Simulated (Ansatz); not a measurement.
The cell is a database entry far from equilibrium at this level of theory, probably a faulty or high-pressure entry; it serves as a test geometry alone.

TaN: DFT, PBE, PAW with Ansatz's default frozen-core files, scalar-relativistic (Ansatz 0.2.0).

Command: `ansatz run input.yaml --threads 1 --pin off --max-ram 4096MiB --backend cpu --events-out ev --progress --plain --runs-dir out` The run took 92 s on 1 thread of Arm Neoverse V1, on a shared host, peak memory 0.38 GiB.

```yaml
crystal:
  lattice:
    - [3.0500010905, 0.0, 0.0]
    - [-1.5250005453, 2.641378426, 0.0]
    - [0.0, 0.0, 4.94]
  atoms:
    - { symbol: Ta, position: [0.3333333333, 0.6666666667, 0.0] }
    - { symbol: Ta, position: [0.6666666667, 0.3333333333, 0.5] }
    - { symbol: "N", position: [0.3333333333, 0.6666666667, 0.385] }
    - { symbol: "N", position: [0.6666666667, 0.3333333333, 0.885] }
kpoints:
  mp_grid: { grid: [9, 9, 5] }
  band_path:
    path:
      - [0.0, 0.0, 0.0]
      - [0.5, 0.0, 0.0]
      - [0.3333333333, 0.3333333333, 0.0]
      - [0.0, 0.0, 0.0]
      - [0.0, 0.0, 0.5]
      - [0.5, 0.0, 0.5]
      - [0.3333333333, 0.3333333333, 0.5]
      - [0.0, 0.0, 0.5]
      - [0.5, 0.0, 0.5]
    npoints: 14
scf:
  occupations: { method: fermi_dirac, width: 0.01 }
hamiltonian:
  xc: pbe
  pseudopotentials: { kind: paw }
output:
  forces: true
  stress: true
  eigenvalues: true
  efg: { contact_densities: true }
  populations: true
  bader: true
  dos: { projected: true, de: 0.2, e_range: [-14, 8] }
  write_density: true
  write_potential: true
  elf: true
  volumetric_format: npy
```

Output:

```
Ta: output.efg is read without spin–orbit coupling, which moves field gradients at and beside such atoms by some per cent and up to a factor of two; PAW files take it under magnetization.noncollinear and magnetization.spin_orbit
Engine: ansatz 0.2.0
Pseudopotentials: kind: paw
Pseudopotential: Ta, paw, valence charge 13, recommended cutoff 420 eV (normal)
Pseudopotential: N, paw, valence charge 5, recommended cutoff 420 eV (normal)
Functional definition: PBE
  parameter kappa = 0.804
  parameter beta = 0.06672455060314922
  exchange = pbe_x(kappa = kappa, mu = beta*pi^2/3)
  correlation = pbe_c(beta = beta)
Crystal: 4 atoms, lattice volume = 39.798 Å³
Basis set: ecut = 420 eV, 785 PW (Γ), exchange–correlation on 48×48×72 points (8 copies of the dense FFT grid, shifted against one another)
Bands: 22, of which v1, the nominal top of the filled ones, is band 18 counted from 1 (17 counted from 0)
Symmetry: 12 space group operations
Space group: P63mc (ITA 186), of the structure as read, at distance tolerance 3.4e-5 Å
k-points: 36 of 405 (time reversal used)
Non-local potential: Ta, projectors of the file, l = 0: 3, l = 1: 2, l = 2: 2, l = 3: 1
Non-local potential: N, projectors of the file, l = 0: 2, l = 1: 2, l = 2: 1
PAW form: soft (Blöchl's): semilocal exchange-correlation on the pseudo side does not see the compensation charge
PAW one-centre angular grid: Ta, 590 points (default); XC on 64 Gauss nodes
PAW one-centre angular grid: N, 110 points (default); XC on 64 Gauss nodes
Initial density: superposition of atomic densities (neutral atoms: chi_scale 0, normalization atom), corrected by the library's trained network
Initial wavefunctions: pseudopotential atomic-orbital guess
Functional: x = pbe(κ = 0.804, μ = 0.2195149727645171), c = pbe(β = 0.06672455060314922)
SCF iter   1: F=—  HF=-20630.030552 eV  |F-HF|=—  |Δ(HF+E_count)|=         —  Δρ=2.43e-2  dr2=2.23e-1  ethr=1.77e-3  ⟨swp⟩=5.9  Hψ=3765  notcnv=0
preconditioner: auto → Kerker (q_TF=auto, 2.683 Å⁻¹)  [metal: Δε(μ)=0.007 eV  Ē_g=10.193 eV  σ=0.010 eV  W_gap=0.17  n_scr=10 (ndim 8)  ℏωp=26.3 eV  f_vac=0.000  D(μ)=4.53/eV (n_scr^D=66)]
SCF iter   2: F=—  HF=-20629.975907 eV  |F-HF|=—  |Δ(HF+E_count)|=   5.46e-2  Δρ=6.49e-3  dr2=1.28e-2  ethr=6.20e-4  ⟨swp⟩=2.1  Hψ=1373  notcnv=0  defer=3
preconditioner: auto → none  [insulator: Δε(μ)=0.043 eV  Ē_g=10.297 eV  σ=0.010 eV  W_gap=0.62  n_scr=10 (ndim 8)  ℏωp=26.3 eV  f_vac=0.000  D(μ)=3.34/eV (n_scr^D=36)  ε∞_Penn≈7.5]
SCF iter   3: F=—  HF=-20629.973864 eV  |F-HF|=—  |Δ(HF+E_count)|=   2.04e-3  Δρ=2.20e-3  dr2=9.32e-4  ethr=3.55e-5  ⟨swp⟩=2.0  Hψ=1213  notcnv=0  defer=3
SCF iter   4: F=—  HF=-20629.974027 eV  |F-HF|=—  |Δ(HF+E_count)|=   1.64e-4  Δρ=3.00e-4  dr2=2.56e-5  ethr=2.59e-6  ⟨swp⟩=2.3  Hψ=1182  notcnv=0  defer=3
SCF iter   5: F=—  HF=-20629.974045 eV  |F-HF|=—  |Δ(HF+E_count)|=   1.75e-5  Δρ=5.93e-5  dr2=6.00e-7  ethr=7.11e-8  ⟨swp⟩=2.0  Hψ=1367  notcnv=0  defer=3
SCF iter   6: F=-20629.974045 eV  HF=-20629.974045 eV  |F-HF|=1.77e-8  |Δ(HF+E_count)|=   1.42e-7  Δρ=9.36e-6  dr2=2.54e-8  ethr=2.78e-10  ⟨swp⟩=10.4  Hψ=5806  notcnv=0
SCF 1 converged in 6 iterations: F = -20629.974045 eV  dr2 = 2.54e-8
  greatest PAW one-centre occupation: 1.000 electrons in one spin orbital (limit 2), on the Ta atom at site 1 (counted from 0), in its partial waves of l = 0
NSCF: frozen V_eff on 113 k-points
SCF converged after 6 iterations
Free energy (F): -20629.974045 eV
Harris-Foulkes:  -20629.974045 eV  (|F-HF|=1.77e-8)
Internal energy: -20629.973035 eV  (E = F + TS)
E sigma→0 (E₀):  -20629.973540 eV
Entropy (-TS):   -0.001010 eV (-0.252 meV/atom)
Fermi energy:    22.765811 eV
--- Per-component energies (eV) ---
  E_band       = -46.660573
  E_kinetic    = 1043.974743
  E_local      = -1346.194375  (includes V_loc(G=0)·N_el)
  E_nonlocal   = 134.218366
  E_hartree    = 487.299146
  E_xc         = -569.368620
  E_vxc        = -577.091725  (∫ρ·V_xc dr)
  E_paw        = -17057.588962  (= ΣΔE_a)
  E_vpaw       = -276.164188  (= ΣTr[D̂ρ^β])
  E_aug_tail   = 0.000609  (compensation charges beyond the density's cutoff)
  E_ewald      = -3322.313943
  E_smearing   = -0.001010  (= −TS)
  E_closure    = 0.000000  (closes the sum)
  Σ components = -20629.974045   (vs F -20629.974045, Δ=0.00e0)
--- Forces (eV/Å), atoms counted from 1 ---
  atom   1  Ta    -0.00000000    -0.00000000     2.32585729
  atom   2  Ta    -0.00000000     0.00000000     2.32585729
  atom   3  N     -0.00000000    -0.00000000    -2.32585818
  atom   4  N      0.00000000     0.00000000    -2.32585818
  max |Σ_I F_I| component: 1.78e-6 eV/Å
--- Stress (GPa, compression-positive) ---
      145.465029      -0.000000      -0.000000
       -0.000000     145.465029      -0.000000
       -0.000000       0.000000     120.725825
  P = ⅓ Tr σ = 137.2186 GPa (1372.186 kbar)
--- PAW observables at the nuclei: V_zz in 10²¹ V/m², potentials from the cell's mean, atoms counted from 1 ---
  atom   1  Ta V_zz =   +12.983270   η = 0.0000   by run symmetry: allowed
            electrostatic potential = -14505.400246 V   contact ρ = 8154531.059576 e/Å³
  atom   2  Ta V_zz =   +12.983270   η = 0.0000   by run symmetry: allowed
            electrostatic potential = -14505.400246 V   contact ρ = 8154531.059576 e/Å³
  atom   3  N  V_zz =    +1.028275   η = 0.0000   by run symmetry: allowed
            electrostatic potential = -532.518007 V   contact ρ = 1415.139026 e/Å³
  atom   4  N  V_zz =    +1.028275   η = 0.0000   by run symmetry: allowed
            electrostatic potential = -532.518007 V   contact ρ = 1415.139026 e/Å³
--- Band table (eV; the first three rows and the last of 36) ---
  k-point 0: bands = ["-45.5768", "-45.4805", "-13.3648", "-12.2629", "-12.2629", "-12.0715", "-12.0715", "-12.0042", "3.4517", "5.0394", "13.8863", "13.8863", "14.2286", "14.8454", "14.8454", "15.1655", "21.9148", "21.9148", "22.3492", "24.8589", "25.4092", "25.4092"]
  k-point 1: bands = ["-45.5677", "-45.4898", "-13.2477", "-12.2448", "-12.2448", "-12.1496", "-12.0900", "-12.0900", "3.6910", "4.9859", "13.9455", "13.9455", "13.9644", "14.6620", "14.7163", "14.7163", "22.2897", "22.2897", "22.8872", "25.2508", "25.3316", "25.3316"]
  k-point 2: bands = ["-45.5437", "-45.5140", "-12.9303", "-12.5124", "-12.1974", "-12.1974", "-12.1382", "-12.1382", "4.2431", "4.7451", "13.6321", "13.8668", "14.1301", "14.1301", "14.4215", "14.4215", "23.3031", "23.3031", "23.9997", "24.5733", "24.5733", "25.0146"]
  k-point 35: bands = ["-45.4594", "-45.4594", "-13.2828", "-13.2828", "-12.8294", "-12.7149", "-12.3035", "-12.3035", "6.0771", "6.0771", "14.0371", "14.0371", "14.6339", "15.5028", "16.5570", "16.5570", "20.4952", "20.9895", "24.1189", "24.1189", "25.4592", "25.9629"]
--- Löwdin populations: 4 sites ---
  site symbol       q [e]
     0     Ta     12.3874
     1     Ta     12.3874
     2      N      5.5092
     3      N      5.5092
  spilling = 0.005748 (of n_electrons = 36.000000)
--- Bader charges: 4 sites ---
  site symbol  charge [e]  shift [e]
     0     Ta      1.7282     0.0102
     1     Ta      1.7282     0.0102
     2      N     -1.7283     0.0102
     3      N     -1.7282     0.0102
  estimated error of the sums over rays = 8.3e-4 e
```

populations.tsv:

```
# site	symbol	l	j	q
# orbitals = lowdin
# n_electrons = 36.000000
# spilling = 0.005748
0	Ta	0_5S	-	1.931129
0	Ta	0_6S	-	0.474598
0	Ta	1_5P	-	5.947977
0	Ta	2_5D	-	4.033681
1	Ta	0_5S	-	1.931129
1	Ta	0_6S	-	0.474598
1	Ta	1_5P	-	5.947977
1	Ta	2_5D	-	4.033681
2	N	0_2S	-	1.370686
2	N	1_2P	-	4.138467
3	N	0_2S	-	1.370686
3	N	1_2P	-	4.138467
```

bader_charges.tsv:

```
# site	symbol	x_ang	y_ang	z_ang	partial_charge_e	electrons	volume_ang3	relative_density_drop	shared_charge_e	partial_wave_shift_e
# quadrature_error_electrons = 8.3e-4
0	Ta	0.0000	1.7609	0.0000	1.72824	71.27176	11.00	-	1.72824	0.01020
1	Ta	1.5250	0.8805	2.4700	1.72825	71.27175	11.00	-	1.72825	0.01020
2	N	0.0000	1.7609	1.9019	-1.72827	8.72827	8.90	-	-1.72827	0.01020
3	N	1.5250	0.8805	4.3719	-1.72823	8.72823	8.90	-	-1.72823	0.01020
```
